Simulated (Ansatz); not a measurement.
# Mg2BBrN2 (C2/c): the host for defect calculations, part 2 of 4

Aim: the runs on the perfect crystal Mg2BBrN2 (C2/c) that a defect calculation needs first.

Ansatz 0.2.0; plane-wave PAW DFT, PBEsol; relaxation of the host's cell and atoms (the session's first sound run).

So far: Set-up; Host cell relaxation.

**3. Dielectric tensors of the host**

The response to a uniform electric field gives the electronic dielectric tensor.

This step: plane-wave PAW DFPT, PBEsol; dielectric tensors, Born charges and zone-centre modes of the host (Ansatz 0.2.0).

eps/input.yaml reads:

```yaml
crystal:
  lattice:
    - [4.5732024477, -3.3039872035, 0.0112006566]
    - [4.5732024477, 3.3039872035, 0.0112006566]
    - [-2.1658913119, 0.0, 6.0851575037]
  atoms:
    - { symbol: Mg, position: [0.6534785375, 0.8602093092, 0.834210959] }
    - { symbol: Mg, position: [0.1397906908, 0.3465214625, 0.665789041] }
    - { symbol: Mg, position: [0.3465214625, 0.1397906908, 0.165789041] }
    - { symbol: Mg, position: [0.8602093092, 0.6534785375, 0.334210959] }
    - { symbol: B, position: [0.8878315907, 0.1121684093, 0.25] }
    - { symbol: B, position: [0.1121684093, 0.8878315907, 0.75] }
    - { symbol: Br, position: [0.3677481984, 0.6322518016, 0.25] }
    - { symbol: Br, position: [0.6322518016, 0.3677481984, 0.75] }
    - { symbol: "N", position: [0.7322998176, 0.9566076984, 0.1774496725] }
    - { symbol: "N", position: [0.0433923016, 0.2677001824, 0.3225503275] }
    - { symbol: "N", position: [0.2677001824, 0.0433923016, 0.8225503275] }
    - { symbol: "N", position: [0.9566076984, 0.7322998176, 0.6774496725] }
basis:
  ecutwfc: 420
hamiltonian:
  xc: pbesol
kpoints:
  mp_grid: { grid: [5, 5, 4] }
scf:
  occupations: { method: fixed }
  max_iter: 100
phonons:
  method: dfpt
  dielectric: true
  rigid_motions: translations
```

Run with:

```console
> ansatz run input.yaml --threads 8 --pin off --max-ram 13189MiB --backend cpu --events-out ev --progress --plain --runs-dir out
```

Numbers of over 12 decimals in the logs are rounded to 6 here.

The log of the run:

```text
[...]
Crystal: 12 atoms, lattice volume = 184.051 Å³
Basis set: ecut = 420 eV, 3609 PW (Γ), exchange–correlation on 80×80×96 points (8 copies of the dense FFT grid, shifted against one another)
Bands: 52, of which v1, the nominal top of the filled ones, is band 40 counted from 1 (39 counted from 0)
Symmetry: 4 space group operations
k-points: 51 of 100 (irreducible under 1 space group operation, time reversal used)
[...]
SCF iter   1: F=—  HF=-14953.670839 eV  |F-HF|=—  |Δ(HF+E_count)|=         —  Δρ=7.90e-3  dr2=1.31e-1  ethr=1.77e-3  ⟨swp⟩=5.3  Hψ=9958  notcnv=0  defer=468
[...]
SCF iter   9: F=-14953.634854 eV  HF=-14953.634854 eV  |F-HF|=9.09e-12  |Δ(HF+E_count)|=  9.82e-11  Δρ=9.29e-8  dr2=2.00e-11  ethr=1.00e-12  ⟨swp⟩=17.0  Hψ=19148  notcnv=0
SCF 1 converged in 9 iterations: F = -14953.634854 eV  dr2 = 2.00e-11
[...]
NSCF: frozen V_eff on 9 k-points
DFPT response loops at Γ: preconditioner auto → Resta (q_TF=auto, 2.375 Å⁻¹)  ε∞=4.2 (no band partly filled); β = 1.00, the filter's whole step (`scf.mixing.beta` (0.50) is not read by the response loops at its default; [...]
── the response to a field inside a basis, on 6×6×4 k-points: an SCF that follows is theirs, and a resumed run solves both again ──
Bands: 41, of which v1, the nominal top of the filled ones, is band 40 counted from 1 (39 counted from 0)
k-points: 42 of 144
[...]
Eigensolver: Dense (42 Hₖ)
SCF iter   1: F=—  HF=-14953.517896 eV  |F-HF|=—  |Δ(HF+E_count)|=         —  Δρ=3.71e-4  dr2=7.23e-5  ethr=1.00e-1
[...]
SCF iter   5: F=-14953.517986 eV  HF=-14953.517986 eV  |F-HF|=4.27e-9  |Δ(HF+E_count)|=   1.08e-7  Δρ=1.46e-6  dr2=4.07e-9  ethr=1.75e-10
SCF 1 converged in 5 iterations: F = -14953.517986 eV  dr2 = 4.07e-9
[...]
SCF converged after 9 iterations
Free energy (F): -14953.634854 eV
[...]
Internal energy: -14953.634854 eV  (E = F + TS)
E sigma→0 (E₀):  -14953.634854 eV
Fermi energy:    4.240609 eV
[...]
--- Band table (eV; the first three rows and the last of 51) ---
[...]
[... further k-points left out ...]
--- Phonons (Γ-DFPT): 12 representative perturbations + reference, on 51 of 100 k-points (Σ response iterations 45) ---
  k mesh reduced under 1 symmetry operation, with k and −k counted as one. Each operation leaves every solved perturbation unchanged. A smaller set is not considered because the run solves the response to a homogeneous field
  ASR residual: 1.014e-4 → 0.000e0 eV/Å²; symmetrization residual: 3.200e-6 eV/Å²
  ASR residual per site (eV/Å²): 5.37e-5 5.37e-5 5.37e-5 5.37e-5 4.23e-5 4.23e-5 1.01e-4 1.01e-4 8.76e-5 8.76e-5 8.76e-5 8.76e-5
  Γ frequencies (cm⁻¹): 0.00 0.00 0.00 58.17 64.95 85.70 96.86 128.61 142.21 146.82 150.98 154.73 159.23 216.13 222.21 252.72 273.72 282.80 373.58 374.78 379.81 425.67 438.01 452.74 455.21 466.37 482.65 486.25 603.41 603.57 613.65 620.46 1058.76 1063.82 [...]
  ε∞ (high-frequency dielectric tensor):
        4.219480    -0.000000     0.205575
       -0.000000     3.708877    -0.000000
        0.205575    -0.000000     3.503598
  ε⁰ (static dielectric tensor: ions relaxed, cell fixed):
       12.418813     0.000000     0.312769
        0.000000     8.382212    -0.000000
        0.312769    -0.000000     8.934406
  ε⁰ − ε∞ (ionic part):
        8.199332     0.000000     0.107195
        0.000000     4.673335    -0.000000
        0.107195    -0.000000     5.430808
  softest optical mode at Γ: 58.17 cm⁻¹; the repairs (sum rule, projections) moved no ω² at Γ by more than (2.18 cm⁻¹)²
  Born effective charges Z* (e; rows j = field, columns β = displacement):
    site 0:
         2.39626   -0.02712    0.11710
         0.20262    2.05201    0.13917
         0.07062    0.04200    1.90629
    site 1:
         2.39626    0.02712    0.11710
        -0.20262    2.05201   -0.13917
         0.07062   -0.04200    1.90629
    site 2:
         2.39626   -0.02712    0.11710
         0.20262    2.05201    0.13917
         0.07062    0.04200    1.90629
    site 3:
         2.39626    0.02712    0.11710
        -0.20262    2.05201   -0.13917
         0.07062   -0.04200    1.90629
    site 4:
         2.88313   -0.00000    0.97167
        -0.00000    0.63401   -0.00000
         0.96982   -0.00000    0.59877
    site 5:
         2.88313   -0.00000    0.97167
        -0.00000    0.63401   -0.00000
         0.96982   -0.00000    0.59877
    site 6:
        -1.52185    0.00000   -0.12101
         0.00000   -1.22808    0.00000
        -0.09220    0.00000   -0.88069
    site 7:
        -1.52185    0.00000   -0.12101
         0.00000   -1.22808    0.00000
        -0.09220    0.00000   -0.88069
    site 8:
        -3.07690    0.10269   -0.54243
        -0.00898   -1.75497    0.10459
        -0.50943    0.12309   -1.76533
    site 9:
        -3.07690   -0.10269   -0.54243
         0.00898   -1.75497   -0.10459
        -0.50943   -0.12309   -1.76533
    site 10:
        -3.07690    0.10269   -0.54243
[...]
site 11:
[...]
Z* charge neutrality: 1.343e-2 e pre-enforcement
  solved inside a basis spanned on kpoints, on 6×6×4 k-points, its susceptibility summed on 8×8×6: ε∞ is read to err by 1.8e-2, Z* by 1.6e-2 e (field_mesh: kpoints solves on kpoints); Z* is corrected for what the basis lacks
  optical modes at Γ without the LO–TO term, one row a degenerate level:
      ω (cm⁻¹)  modes    IR ((D/Å)²/amu)
[...]
optical modes at Γ + LO–TO along q̂ = [1.0000, 0.0000, 0.0000]:
      ω (cm⁻¹)  modes    IR ((D/Å)²/amu)
[...]
optical modes at Γ + LO–TO along q̂ = [0.0000, 1.0000, 0.0000]:
      ω (cm⁻¹)  modes    IR ((D/Å)²/amu)
[...]
optical modes at Γ + LO–TO along q̂ = [0.0000, 0.0000, 1.0000]:
      ω (cm⁻¹)  modes    IR ((D/Å)²/amu)
[...]
463.80      1            11.9838
        466.37      1             0.4315
        482.65      1             0.0000
        486.25      1             0.0000
        603.57      1            26.7376
        613.65      1             0.0000
        620.46      1             0.0000
        649.63      1            22.0070
       1058.76      1             0.0034
       1063.82      1             0.0000
       1729.93      1             0.0000
       1733.93      1            99.8479
```

Wall time 2.4 min (8 threads of Arm Neoverse V2, shared host); peak memory 2.5 GiB; 17 min of CPU time.

The column dr2 measures how far the density is from self-consistency, as an energy; F and HF (Harris–Foulkes) agree once it is small.

Electronic dielectric tensor:

```
4.22 0.00 0.21
0.00 3.71 0.00
0.21 0.00 3.50
```

Static dielectric tensor:

```
12.42  0.00  0.31
 0.00  8.38  0.00
 0.31  0.00  8.93
```

The principal values of the electronic dielectric tensor are 3.45, 3.71 and 4.27. The principal values of the static dielectric tensor are 8.38, 8.91 and 12.45.

**4. Primitive cell on a dense mesh**

A dense mesh gives the host's converged energy, against which the supercell's sampling is tested.

This step: plane-wave PAW DFT, PBEsol; single point of the host's primitive cell on a dense mesh (Ansatz 0.2.0).

dense/input.yaml, as its differences from eps/input.yaml of step 3:

```diff
@@ -20,2 +20,3 @@
   ecutwfc: 420
+  xc_grid: 2
 hamiltonian:
@@ -23,9 +24,5 @@
 kpoints:
-  mp_grid: { grid: [5, 5, 4] }
+  mp_grid: { grid: [5, 5, 5] }
 scf:
-  occupations: { method: fixed }
-  max_iter: 100
-phonons:
-  method: dfpt
-  dielectric: true
-  rigid_motions: translations
+  occupations: { method: fermi_dirac, width: 0.01 }
+  max_iter: 80
```

The log of the run:

```text
[...]
Crystal: 12 atoms, lattice volume = 184.051 Å³
Basis set: ecut = 420 eV, 3609 PW (Γ), exchange–correlation on 80×80×90 points (8 copies of the dense FFT grid, shifted against one another)
Bands: 52, of which v1, the nominal top of the filled ones, is band 40 counted from 1 (39 counted from 0)
Symmetry: 4 space group operations
[...]
k-points: 39 of 125
[...]
SCF iter   1: F=—  HF=-14953.670751 eV  |F-HF|=—  |Δ(HF+E_count)|=         —  Δρ=7.86e-3  dr2=1.29e-1  ethr=1.77e-3  ⟨swp⟩=6.9  Hψ=9333  notcnv=0  defer=39
[...]
SCF iter   6: F=-14953.634866 eV  HF=-14953.634866 eV  |F-HF|=4.47e-8  |Δ(HF+E_count)|=   1.39e-6  Δρ=8.42e-6  dr2=1.49e-7  ethr=2.30e-10  ⟨swp⟩=2.0  Hψ=5908  notcnv=0
SCF 1 converged in 6 iterations: F = -14953.634866 eV  dr2 = 1.49e-7
[...]
SCF converged after 6 iterations
Free energy (F): -14953.634866 eV
[...]
Internal energy: -14953.634866 eV  (E = F + TS)
E sigma→0 (E₀):  -14953.634866 eV
Fermi energy:    5.918144 eV
[...]
```

Wall time 2.4 s (8 threads); peak memory 0.84 GiB.

**5. Self-consistent run**

This step: plane-wave PAW DFT, PBEsol; single point of the defect-free supercell, a test of its k-points (Ansatz 0.2.0).

System of this step: Mg2BBrN2 (C2/c). The cell holds 48 atoms: 16 Mg, 8 B, 8 Br and 16 N. Its edges and angles: a = 9.240 Å, b = 9.275 Å, c = 11.284 Å, α = 52.3°, β = 76.7°, γ = 75.1°.

pristine.sampling/input.yaml reads:

```yaml
crystal:
  lattice:
    - [-2.1658913119, 6.607974407, 6.0851575037]
    - [6.9805135834, 0.0, 6.1075588169]
    - [9.1464048953, 6.607974407, 0.0224013132]
  atoms:
    - { symbol: Mg, position: [0.0903662107, 0.7438447482, 0.0129991751] }
    - { symbol: Mg, position: [0.0903662107, 0.7438447482, 0.5129991751] }
    - { symbol: Mg, position: [0.5903662107, 0.2438447482, 0.0129991751] }
    - { symbol: Mg, position: [0.5903662107, 0.2438447482, 0.5129991751] }
    - { symbol: Mg, position: [0.2629991751, 0.4027898659, 0.3403662107] }
    - { symbol: Mg, position: [0.2629991751, 0.4027898659, 0.8403662107] }
    - { symbol: Mg, position: [0.7629991751, 0.9027898659, 0.3403662107] }
    - { symbol: Mg, position: [0.7629991751, 0.9027898659, 0.8403662107] }
    - { symbol: Mg, position: [0.4096337893, 0.7561552518, 0.4870008249] }
    - { symbol: Mg, position: [0.4096337893, 0.7561552518, 0.9870008249] }
    - { symbol: Mg, position: [0.9096337893, 0.2561552518, 0.4870008249] }
    - { symbol: Mg, position: [0.9096337893, 0.2561552518, 0.9870008249] }
    - { symbol: Mg, position: [0.2370008249, 0.0972101341, 0.1596337893] }
    - { symbol: Mg, position: [0.2370008249, 0.0972101341, 0.6596337893] }
    - { symbol: Mg, position: [0.7370008249, 0.5972101341, 0.1596337893] }
    - { symbol: Mg, position: [0.7370008249, 0.5972101341, 0.6596337893] }
    - { symbol: B, position: [0.1810842047, 0.0689157953, 0.4310842047] }
    - { symbol: B, position: [0.1810842047, 0.0689157953, 0.9310842047] }
    - { symbol: B, position: [0.6810842047, 0.5689157953, 0.4310842047] }
    - { symbol: B, position: [0.6810842047, 0.5689157953, 0.9310842047] }
    - { symbol: B, position: [0.3189157953, 0.4310842047, 0.0689157953] }
    - { symbol: B, position: [0.3189157953, 0.4310842047, 0.5689157953] }
    - { symbol: B, position: [0.8189157953, 0.9310842047, 0.0689157953] }
    - { symbol: B, position: [0.8189157953, 0.9310842047, 0.5689157953] }
    - { symbol: Br, position: [0.4411259008, 0.8088740992, 0.1911259008] }
    - { symbol: Br, position: [0.4411259008, 0.8088740992, 0.6911259008] }
    - { symbol: Br, position: [0.9411259008, 0.3088740992, 0.1911259008] }
    - { symbol: Br, position: [0.9411259008, 0.3088740992, 0.6911259008] }
    - { symbol: Br, position: [0.0588740992, 0.6911259008, 0.3088740992] }
    - { symbol: Br, position: [0.0588740992, 0.6911259008, 0.8088740992] }
    - { symbol: Br, position: [0.5588740992, 0.1911259008, 0.3088740992] }
    - { symbol: Br, position: [0.5588740992, 0.1911259008, 0.8088740992] }
    - { symbol: "N", position: [0.2225749274, 0.9548747451, 0.3895790129] }
    - { symbol: "N", position: [0.2225749274, 0.9548747451, 0.8895790129] }
    - { symbol: "N", position: [0.7225749274, 0.4548747451, 0.3895790129] }
    - { symbol: "N", position: [0.7225749274, 0.4548747451, 0.8895790129] }
    - { symbol: "N", position: [0.1395790129, 0.1829713145, 0.4725749274] }
    - { symbol: "N", position: [0.1395790129, 0.1829713145, 0.9725749274] }
    - { symbol: "N", position: [0.6395790129, 0.6829713145, 0.4725749274] }
    - { symbol: "N", position: [0.6395790129, 0.6829713145, 0.9725749274] }
    - { symbol: "N", position: [0.2774250726, 0.5451252549, 0.1104209871] }
    - { symbol: "N", position: [0.2774250726, 0.5451252549, 0.6104209871] }
    - { symbol: "N", position: [0.7774250726, 0.0451252549, 0.1104209871] }
    - { symbol: "N", position: [0.7774250726, 0.0451252549, 0.6104209871] }
    - { symbol: "N", position: [0.3604209871, 0.3170286855, 0.0274250726] }
    - { symbol: "N", position: [0.3604209871, 0.3170286855, 0.5274250726] }
    - { symbol: "N", position: [0.8604209871, 0.8170286855, 0.0274250726] }
    - { symbol: "N", position: [0.8604209871, 0.8170286855, 0.5274250726] }
basis:
  ecutwfc: 420
  xc_grid: 2
hamiltonian:
  xc: pbesol
kpoints:
  mp_grid: { grid: [1, 1, 1] }
scf:
  occupations: { method: fermi_dirac, width: 0.01 }
  max_iter: 80
```

The log of the run:

```text
[...]
Crystal: 48 atoms, lattice volume = 736.205 Å³
Basis set: ecut = 420 eV, 14403 PW (Γ), exchange–correlation on 128×128×160 points (8 copies of the dense FFT grid, shifted against one another)
Bands: 208, of which v1, the nominal top of the filled ones, is band 160 counted from 1 (159 counted from 0)
Symmetry: 16 space group operations
[...]
k-points: 1
[...]
SCF iter   1: F=—  HF=-59814.426503 eV  |F-HF|=—  |Δ(HF+E_count)|=         —  Δρ=7.89e-3  dr2=5.25e-1  ethr=1.77e-3  ⟨swp⟩=8.0  Hψ=1053  notcnv=0
[...]
SCF iter   7: F=-59814.280801 eV  HF=-59814.280801 eV  |F-HF|=1.61e-8  |Δ(HF+E_count)|=   9.76e-8  Δρ=2.62e-6  dr2=5.51e-8  ethr=2.30e-10  ⟨swp⟩=3.0  Hψ=375  notcnv=0
SCF 1 converged in 7 iterations: F = -59814.280801 eV  dr2 = 5.51e-8
[...]
SCF converged after 7 iterations
Free energy (F): -59814.280801 eV
[...]
Internal energy: -59814.280801 eV  (E = F + TS)
E sigma→0 (E₀):  -59814.280801 eV
Fermi energy:    5.855392 eV
[...]
```

Elapsed: 1.6 s, on 8 threads; peak memory 0.83 GiB.

Numbers from this step:

| Item | Value |
| --- | --- |
| energy over dense mesh | 0.005389 eV/atom |

(Continued in part 3 of 4.)

[Logs are printed without paths, hosts, clocks, repeated set-up lines and the standing remarks that a program may print on its own settings, such as how far it seeks lower states.]

[Hosts, paths, dates, database ids (printed as entryN), source tags and the programs' standing remarks are cut or masked in the printed files.]

[Runs of the host that timed out are not shown.]

[For some hosts the program warned that the k-mesh of the response run may be too coarse for force constants and the static dielectric constant; such warnings are not always shown.]
